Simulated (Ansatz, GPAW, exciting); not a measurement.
## One calculation of LiCl, 4 ways

```xyz
2
Lattice="0.0000 2.5648 2.5648 2.5648 0.0000 2.5648 2.5648 2.5648 0.0000" Properties=species:S:1:pos:R:3 pbc="T T T"
Cl    2.5648    2.5648    2.5648
Li    0.0000    0.0000    0.0000
```

Alike in all runs: task band structure; functional BLYP; k mesh 9 × 9 × 9; occupations fermi-dirac, width 0.05 eV; no spin polarisation; no spin-orbit coupling. Pressure is positive in compression and, in plane waves, holds the error of the finite cutoff, which Ansatz's Pulay term estimates and takes out. Gaps are the smaller of the mesh's and the band path's.

```tsv
program and potentials	plane-wave cutoff (eV)	notes	band gap (eV)	pressure (GPa)
Ansatz, Ansatz PAW	420	potentials made for PBE, which Ansatz adapts in part; 5 valence electrons an atom on average	6.46	1.93
Ansatz, all-electron LAPW, scalar-relativistic	-	-	6.46	1.95
GPAW, PAW data sets generated for this functional	800	4 valence electrons an atom on average	6.47	1.74
exciting, all-electron LAPW+lo, shipped species files, valence relativity zora	-	-	6.48	-
```

The band gap spans 6.46 (Ansatz, Ansatz PAW) to 6.48 eV (exciting, all-electron LAPW+lo, shipped species files, valence relativity zora), with all-electron results at 6.46 to 6.48. The pressure spans 1.74 (GPAW, PAW data sets generated for this functional) to 1.95 GPa (Ansatz, all-electron LAPW, scalar-relativistic), with all-electron results at 1.95. Some sets were made for another functional than the one run, which can shift their rows.

The functional is the same throughout but for its coding, so the spread measures potentials, basis and numerics; runs on potential files found faulty are left out.
